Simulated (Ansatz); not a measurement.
From formation energies to a reaction energy: Al4As

These are results of Ansatz 0.2.0, DFT PBE, scalar-relativistic, plane waves, PAW, not measurements. Settings: cutoff 420 eV, Γ-centred meshes spaced at most about 0.3 Å⁻¹, and about 0.25 Å⁻¹ or finer for metals (2π included), Gaussian smearing. No spin polarisation.

Energies over the elements count from the elements' standard structures at the same level, with no fitted energy shifts.

Temperature and zero-point effects are left out. The reference form of As is held partly by dispersion forces, which this level lacks.

A trial structure of Al4As (reached from: ordered vacancies on the anion sites of antifluorite; relaxed: space group P4/mmm (No. 123), a = 3.886 Å, c = 6.695 Å) has a formation energy of 0.182 eV/atom. At its composition the lowest mixture among the elements and 1 reference phase computed alike (others may be missing) consists of these:

```tsv
phase	source	ΔE_f (eV/atom)
Al (solid)	element	0.000
AlAs (F-43m)	COD	-0.487
```

Q: Write the balanced decomposition and find its energy per atom, per formula unit and per mole of formula units.

A: Balancing Al and As gives Al4As → 3 Al + AlAs. The left side holds 5 atoms, and the products take 3/5 (Al) and 2/5 (AlAs) of them. The mixture therefore lies at 3/5 × (0.000) + 2/5 × (-0.487) = -0.195 eV/atom. The reaction energy is -0.195 − (0.182) = -0.377 eV/atom. Times 5 atoms that is -1.885 eV per Al4As, and times 96.485 it is -182 kJ per mole of Al4As. Decomposition is downhill, so the trial structure is unstable against this mixture.
